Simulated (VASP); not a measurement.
**La2O3: equation of state with PBE**

La2O3:

```
La O
1.0
     3.93078    0.00000    0.00000
    -1.96539    3.40415    0.00000
     0.00000    0.00000    6.11195
La O
2 3
Direct
  0.33333 0.66667 0.24624
  0.66667 0.33333 0.75376
  0.00000 0.00000 0.00000
  0.33333 0.66667 0.64589
  0.66667 0.33333 0.35411
```

The cell is a database's computed one.

```yaml
Program: VASP 6.6.1
Task: equation of state
Functional: PBE
Potentials_or_basis: VASP PAW PBE potentials, release 64 (La, O)
Cutoff: 520 eV
k_mesh: 8 × 8 × 5
Occupations: fermi-dirac, width 0.05 eV
Spin: no spin polarisation
```

The equilibrium volume is 16.57 Å³/atom, the bulk modulus at fixed shape and positions is 129 GPa and the pressure derivative of the bulk modulus is 4.3.

Energy against volume, from the lowest point:
| volume (Å³/atom) | energy (meV/atom) |
| --- | --- |
| 15.375 | 39.57 |
| 15.703 | 19.99 |
| 16.030 | 7.33 |
| 16.357 | 0.86 |
| 16.684 | 0.00 |
| 17.011 | 4.16 |
| 17.338 | 12.87 |

All runs of the series together: 13 min on 1 thread of Intel(R) Xeon(R) Platinum 8488C (Sapphire Rapids), with other jobs on the host.

Caveat: the cell was scaled at fixed shape and fractional positions, which overstates the stiffness of a crystal with free parameters, most of all of layers and chains. The run has no spin-orbit coupling, so splittings on La are missing.
